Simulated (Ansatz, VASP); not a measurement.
# Two plane-wave programs on Ni

```xyz
2
Lattice="1.2188 0.7037 3.9997 -1.2188 0.7037 3.9997 0.0000 -1.4074 3.9997" Properties=species:S:1:pos:R:3 pbc="T T T"
Ni    0.0000    0.0000    2.9998
Ni    0.0000    0.0000    8.9992
```

Alike in both runs: functional PBEsol; k mesh 6 × 6 × 6; occupations gaussian, width 0.1 eV; no spin polarisation.

Ansatz relaxed the structure, and its values are those at the end. VASP's run is a single point on that final structure, the one shown.

```csv
,VASP,Ansatz
version,VASP 6.6.1,Ansatz 0.2.0
potentials or method,"VASP PAW PBE potentials, release 64 (Ni)","scalar-relativistic, plane waves, PAW"
plane-wave cutoff (eV),520,420
valence electrons in the cell,20,36
```

|  | VASP | Ansatz | Ansatz less VASP |
| --- | --- | --- | --- |
| gap on the k mesh at the Fermi level (eV) | none | none | - |
| pressure (GPa) | 0.0 | 0.0 | 0.00 |

A gap of «none» marks a metal or a gap that the smearing closes. With one functional, cell and mesh, what is left measures potentials, basis and numerics. The two sets of potentials don't hold the same shells in valence.

Caveats: the k mesh is coarse (spacing up to 0.50 Å⁻¹), so the values aren't converged; the PAW data sets were made with another functional, which shifts forces and pressure a little (VASP); the run has no spin polarisation, though such a crystal can be magnetic. Spin polarisation is off, so any magnetic state and its effect on volume and gap are missing.
